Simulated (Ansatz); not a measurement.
# NaH and its competing phases

The calculation used DFT PBE, scalar-relativistic, plane waves, PAW in Ansatz 0.2.0. Settings: cutoff 420 eV, Γ-centred meshes spaced at most about 0.3 Å⁻¹ (2π included), Gaussian smearing. No spin polarisation.

Energies over the elements count from the elements' standard structures at the same level (H₂ as a molecule), with no fitted energy shifts.

These are static total energies at zero pressure. With hydrogen, zero-point motion can shift formation energies by some tens of meV/atom.

The competitors are the elements and 1 reference phase of this chemical system (from databases or known types: NaH), relaxed at the same level; other known phases may be missing.

The candidate was reached from: 6-connected net, two elements alternating.

```yaml
crystal:
  lattice:
    - [3.30831, 0.00000, 0.00000]
    - [-1.65416, 2.86508, 0.00000]
    - [0.00000, 0.00000, 3.02513]
  atoms:
    - { symbol: Na, position: [0.00000, 0.00000, 0.50000] }
    - { symbol: H, position: [0.33333, 0.66667, 0.00000] }
```

Task: Where does it stand against these competitors?

Result: Not the lowest form: another structure of the same formula lies lower. Its formation energy is -0.113 eV/atom. The lowest competing phase at this composition is this:

```json
{"phase": "NaH", "space group": "Fm-3m (No. 225)", "source": "COD", "share of atoms": "1.0000", "ΔE_f (eV/atom)": "-0.196"}
```

The candidate lies 83 meV/atom above this phase. The candidate matches no cell in the subsets of the Crystallography Open Database and the Materials Project at hand. Checks: unstable against strain, though with no imaginary mode at Γ (other wave vectors untested). So it is a saddle point, neither stable nor metastable. It has the tungsten carbide type.
